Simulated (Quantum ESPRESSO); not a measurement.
The system is WS2.

```
W S
1.0
     1.57900    0.91164    6.16333
    -1.57900    0.91164    6.16333
     0.00000   -1.82327    6.16333
W S
1 2
Direct
  0.00000 0.00000 0.00000
  0.75030 0.75030 0.75030
  0.58100 0.58100 0.58100
```

Measurements of this composition are mostly on another form, of space group No. 194.

Base run:

| Quantity | Value |
| --- | --- |
| Program | Quantum ESPRESSO 7.5 |
| Functional | PBEsol |
| Potentials or basis | GBRV 1.5 PBEsol |
| Cutoff | 762 eV |
| Density cutoff | 6095 eV |
| k mesh | 7 × 7 × 7 |
| Occupations | gaussian, width 0.05 eV |
| Spin | collinear spin, ferromagnetic start |
| Starting moments | [2.0, 0.0, 0.0] μB |

Its results: band gap on the k mesh 1.10 eV, indirect (least direct gap 2.31 eV); pressure -0.4 GPa; net moment 0.00 μB per cell; largest force 0.607 eV/Å.

Question: The run is repeated on the same cell with these changes: hubbard terms from none to W d U = 2 eV. What comes out?

Answer: Band gap on the k mesh 1.15 eV, indirect (least direct gap 2.39 eV); pressure -0.3 GPa; net moment 0.00 μB per cell; largest force 0.603 eV/Å.

The U term pushes filled and empty states of the shell apart.

Caveats: spin-orbit coupling is left out, which moves the levels of the heavy elements; an odd mesh through Γ misses points on the zone boundary, where band edges often lie.
